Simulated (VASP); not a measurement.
# Te2Mo in VASP: further runs

The runs below take Te2Mo through single point, with PBE+D3(BJ).

All numbers are computed with VASP 6.6.1; they aren't measurements. Logs are shortened: lines on timing, memory, paths and dates and some standing lists are left out, and cuts for length are marked.

**1. The slab as given**

The cell holds a slab with vacuum, 3 atoms: a = 3.504 Å, b = 3.504 Å, c = 33.270 Å, α = 90.00°, β = 90.00°, γ = 120.00°.

**2. Single point, PBE+D3(BJ)**

INCAR

```
PREC = Accurate
ENCUT = 520
EDIFF = 1E-6
ISMEAR = 0
SIGMA = 0.02
LREAL = F
LASPH = T
NELM = 60
ALGO = Normal
ISIF = 2
LWAVE = F
LCHARG = T
LDIPOL = T
IDIPOL = 3
DIPOL = 0.5 0.5 0.500
GGA = PE
IVDW = 12
LELF = T
LVHAR = T
LVACPOTAV = T
NBANDS = 20
```

KPOINTS

```
regular mesh
0
Gamma
  9 9 1
```

POSCAR

```
Te2Mo
1.0
    3.5038241375      0.0000000000      0.0000000000
   -1.7519120687      3.0344007135      0.0000000000
    0.0000000000      0.0000000000     33.2702850480
Te Mo
2 1
Direct
    0.3333333333      0.6666666667      0.4453867186
    0.3333333333      0.6666666667      0.5546132814
    0.6666666667      0.3333333333      0.5000000000
```

Potentials or basis: VASP PAW PBE potentials, release 64 (Te, Mo_sv).

Run with:

```
$ cat potpaw_PBE.64/Te/POTCAR potpaw_PBE.64/Mo_sv/POTCAR > POTCAR
$ mpirun -np 1 vasp_std > vasp.out
```

OUTCAR:

```text
PREC = Accurate
   ENCUT = 520
   EDIFF = 1E-6
   ISMEAR = 0
   LREAL = F
   LASPH = T
   NELM = 60
   ISIF = 2
   GGA = PE
   IVDW = 12
 IVDW          = 12

 ion  position               nearest neighbor table
   1  0.333  0.667  0.445-   3 2.72   3 2.72   3 2.72   2 3.63
   2  0.333  0.667  0.555-   3 2.72   3 2.72   3 2.72   1 3.63
   3  0.667  0.333  0.500-   1 2.72   2 2.72   1 2.72   2 2.72   1 2.72   2 2.72

  LATTYP: Found a hexagonal cell.
 ALAT       =     3.5038241375
 C/A-ratio  =     9.4954209294

  Lattice vectors:

 A1 = (   3.5038241375,   0.0000000000,   0.0000000000)
 A2 = (  -1.7519120687,   3.0344007135,   0.0000000000)
 A3 = (   0.0000000000,   0.0000000000,  33.2702850480)

Analysis of symmetry for initial positions (statically):
=====================================================================
 Subroutine PRICEL returns:
 Original cell was already a primitive cell.

 Routine SETGRP: Setting up the symmetry group for a
 hexagonal supercell.

 Subroutine GETGRP returns: Found 12 space group operations
 (whereof 12 operations were pure point group operations)
 out of a pool of 24 trial point group operations.

The static configuration has the point symmetry D_3h.

Analysis of symmetry for dynamics (positions and initial velocities):
=====================================================================
 Subroutine PRICEL returns:
 Original cell was already a primitive cell.

 Routine SETGRP: Setting up the symmetry group for a
 hexagonal supercell.

 Subroutine GETGRP returns: Found 12 space group operations
 (whereof 12 operations were pure point group operations)
 out of a pool of 24 trial point group operations.

The dynamic configuration has the point symmetry D_3h.

 Subroutine INISYM returns: Found 12 space group operations
 (whereof 12 operations are pure point group operations),
 and found     1 'primitive' translations

----------------------------------------------------------------------------------------

                                     Primitive cell

  volume of cell :     353.7299

  direct lattice vectors                    reciprocal lattice vectors
     3.503824138  0.000000000  0.000000000     0.285402452  0.164777182  0.000000000
    -1.751912069  3.034400714  0.000000000     0.000000000  0.329554365  0.000000000
     0.000000000  0.000000000 33.270285048     0.000000000  0.000000000  0.030056851

[... 75 lines left out ...]
   NSW    =      0    number of steps for IOM
   IBRION =     -1    ionic relax: 0-MD 1-quasi-New 2-CG
   NFREE  =      0    steps in history (QN), initial steepest desc. (CG)
   ISIF   =      2    stress and relaxation
   ISYM   =      2    0-nonsym 1-usesym 2-fastsym
   POTIM  = 0.5000    time-step for ionic-motion
   TEBEG  =    0.0;   TEEND  =   0.0 temperature during run
   PSTRESS=    0.0 pullay stress
   NELECT =      26.0000    total number of electrons
   NUPDOWN=      -1.0000    fix difference up-down
   EMIN   =  10.00;   EMAX   =-10.00  energy-range for DOS
   EFERMI =   0.00;   METHOD = LEGACY
   ISMEAR =     0;   SIGMA  =   0.02  broadening in eV -4-tet -1-fermi 0-gaus
   EFERMI_NEDOS =   21; number of points for ismear=-14 and -15
   IALGO  =     38    algorithm
   IMIX   =      4    mixing-type and parameters
     AMIX     =   0.40;   BMIX     =  1.00
     AMIX_MAG =   1.60;   BMIX_MAG =  1.00
  volume/ion in A,a.u.               =     117.91       795.70
  Fermi-wavevector in a.u.,A,eV,Ry     =   0.685765  1.295908  6.398463  0.470274
  Thomas-Fermi vector in A             =   1.765800
   LORBIT       =      0    0 simple, 1 ext, 2 COOP (PROOUT), +10 PAW based schemes
   GGA     = PE    functional components
   LHFCALC =     F    Hartree Fock is set to
   AEXX    =    0.0000 exact exchange contribution
   IVDW    =    12    specifies the selected vdW correction
   LEPSILON=     F    determine dielectric tensor
   LRPA    =     F    only Hartree local field effects (RPA)
 non-spin polarized calculation
 Gauss-broadening in eV      SIGMA  =   0.02
  energy-cutoff  :      520.00
  volume of cell :      353.73
 maximum number of plane-waves:      9651
 NGX is ok and might be reduce to    28
   NGX = 13   NGY = 13   NGZ =123

 dipolmoment           0.000000      0.000000      0.000000 electrons x Angstroem

 number of electron      26.0000002 magnetization

 dipolmoment           0.000000      0.000000     -0.000000 electrons x Angstroem

 Free energy of the ion-electron system (eV)
  ---------------------------------------------------
  ext. energy  EPLUGINS =         0.00000000
  ---------------------------------------------------
  free energy    TOTEN  =       -18.00838423 eV

  energy without entropy =      -18.00838423  energy(sigma->0) =      -18.00838423

 E-fermi :  -2.0138     XC(G=0):  -2.5640

 val. band max:       -2.1172673342   @ k =   0.3333   0.3333   0.0000
 cond. band min:      -0.9283475017   @ k =   0.3333   0.3333   0.0000
 fundamental gap:      1.1889198325
 Fermi energy:        -2.0138239638

 k-point     1 :       0.0000    0.0000    0.0000
  band No.  band energies     occupation
      1     -62.7714      2.00000
      2     -36.9477      2.00000
      3     -36.8041      2.00000
      4     -36.8041      2.00000
      5     -14.8208      2.00000
      6     -13.8910      2.00000
[... 265 lines left out ...]
     19       3.0189      0.00000
     20       5.1774      0.00000

------------------------ aborting loop because EDIFF is reached ----------------------------------------

 Edisp (eV)   -1.20191

 E8    (eV) :    -0.5851

  FORCE on cell =-STRESS in cart. coord.  units (eV):
  Direction    XX          YY          ZZ          XY          YZ          ZX
  --------------------------------------------------------------------------------------
  -------------------------------------------------------------------------------------
  Total      -0.00085    -0.00085     0.03538    -0.00000     0.00000     0.00000
  in kB      -0.00384    -0.00384     0.16024    -0.00000     0.00000     0.00000
  external pressure =        0.05 kB  Pullay stress =        0.00 kB

 VOLUME and BASIS-vectors are now :
 -----------------------------------------------------------------------------
  energy-cutoff  :      520.00
  volume of cell :      353.73
      direct lattice vectors                 reciprocal lattice vectors
     3.503824138  0.000000000  0.000000000     0.285402452  0.164777182  0.000000000
    -1.751912069  3.034400714  0.000000000     0.000000000  0.329554365  0.000000000
     0.000000000  0.000000000 33.270285048     0.000000000  0.000000000  0.030056851

 POSITION                                       TOTAL-FORCE (eV/Angst)
 -----------------------------------------------------------------------------------
     -0.00000      2.02293     14.81814         0.000000      0.000000     -0.012691
     -0.00000      2.02293     18.45214        -0.000000     -0.000000      0.012691
      1.75191      1.01147     16.63514         0.000000      0.000000      0.000000
 -----------------------------------------------------------------------------------
    total drift:                               -0.000000      0.000000     -0.000000

  FREE ENERGIE OF THE ION-ELECTRON SYSTEM (eV)
  ---------------------------------------------------
  free  energy   TOTEN  =       -19.2102907254 eV

  energy  without entropy=      -19.2102907254  energy(sigma->0) =      -19.21029073

 vacuum level on the upper side and lower side of the slab         2.720         2.720
```

stdout:

```text
POSCAR found type information on POSCAR TeMo
 POSCAR found :  2 types and       3 ions
 scaLAPACK will be used
 LDA part: xc-table for (Slater+PW92), standard interpolation
 POSCAR, INCAR and KPOINTS ok, starting setup
 FFT: planning ... GRIDC
 FFT: planning ... GRID_SOFT
 FFT: planning ... GRID
 WAVECAR not read
 entering main loop
 -----------------------------------------------------------------------------
|                                                                             |
|           W    W    AA    RRRRR   N    N  II  N    N   GGGG   !!!           |
|           W    W   A  A   R    R  NN   N  II  NN   N  G    G  !!!           |
|           W    W  A    A  R    R  N N  N  II  N N  N  G       !!!           |
|           W WW W  AAAAAA  RRRRR   N  N N  II  N  N N  G  GGG   !            |
|           WW  WW  A    A  R   R   N   NN  II  N   NN  G    G                |
|           W    W  A    A  R    R  N    N  II  N    N   GGGG   !!!           |
|                                                                             |
|     Did not find any points to average over, which means that no vacuum     |
|     field-free region was found. Please increase the size of  your cell     |
|     in the dimension of the dipole correction to obtain accurate            |
|     workfunction values.                                                    |
|                                                                             |
 -----------------------------------------------------------------------------
```

It took 2.5 min on 1 thread of Intel Xeon Platinum 8259CL at 2.50GHz (Skylake/Cascade Lake), shared host; peak memory 0.48 GiB.

What came out:

* Free energy: -19.2103 eV
* Largest force: 0.013 eV/Å
* Band gap on the k mesh: 1.19 eV, direct
* Dispersion energy per atom: -0.401 eV
* Ionisation potential of the upper face: 4.84 eV

Forces on the atoms (eV/Å):
```
Te   0.000  0.000 -0.013
Te   0.000  0.000  0.013
Mo   0.000  0.000  0.000
```

Caveat: spin-orbit coupling is left out, which moves the levels of the heavy elements.

**3. Single point, PBE+D3(BJ)**

This run uses another cell than the first one, of 117.41 Å³/atom, 0.996 times its volume.

INCAR

```
SYSTEM = Te2Mo
ALGO     = Normal         ! electronic algorithm
DIPOL    = 0.5 0.5 0.500
EDIFF    = 1E-6           ! SCF threshold, eV
ENCUT    = 520            ! plane-wave cutoff, eV
GGA      = PE             ! functional
IDIPOL   = 3            
ISIF     = 2              ! what is computed and relaxed
ISMEAR   = 0              ! smearing method
IVDW     = 12             ! dispersion correction
LASPH    = .True.         ! aspherical terms in the spheres
LCHARG   = .False.        ! write CHGCAR
LDIPOL   = .True.       
LREAL    = .False.        ! projectors in reciprocal space
LWAVE    = .False.        ! write WAVECAR
NBANDS   = 20             ! bands
NELM     = 100            ! most SCF steps
PREC     = Accurate       ! precision mode
SIGMA    = 0.02           ! smearing width, eV
```

KPOINTS

```
k-points
0
Gamma
  9 9 1
  0 0 0
```

POSCAR

```
Te2Mo
1.0
    3.4963746849      0.0000000000      0.0000000000
   -1.7481873424      3.0279492982      0.0000000000
    0.0000000000      0.0000000000     33.2702850480
Te Mo
2 1
Direct
    0.3333333333      0.6666666667      0.4453695314
    0.3333333333      0.6666666667      0.5546304686
    0.6666666667      0.3333333333      0.5000000000
```

Potentials or basis: VASP PAW PBE potentials, release 64 (Te, Mo_sv).

Run with:

```
$ cat potpaw_PBE.64/Te/POTCAR potpaw_PBE.64/Mo_sv/POTCAR > POTCAR
$ mpirun -np 1 vasp_std > vasp.out
```

Wall time 2.3 min (1 thread of Intel Xeon Platinum 8259CL at 2.50GHz (Skylake/Cascade Lake), shared host); peak memory 0.48 GiB.

Results (log left out):

* Free energy: -19.2099 eV
* Largest force: 0.044 eV/Å
* Band gap on the k mesh: 1.21 eV, direct
* Dispersion energy per atom: -0.402 eV

Forces on the atoms (eV/Å):
```
Te   0.000  0.000 -0.044
Te   0.000  0.000  0.044
Mo   0.000  0.000  0.000
```

Levels at points of the mesh, in eV from the valence-band top:
```csv
k point,band 10,band 11,band 12,band 13,band 14,band 15,band 16,band 17
"(0.00, 0.00, 0.00)",-1.60,-0.81,-0.81,-0.60,3.23,3.23,3.51,3.51
```

Caveat: spin-orbit coupling is left out, which moves the levels of the heavy elements.
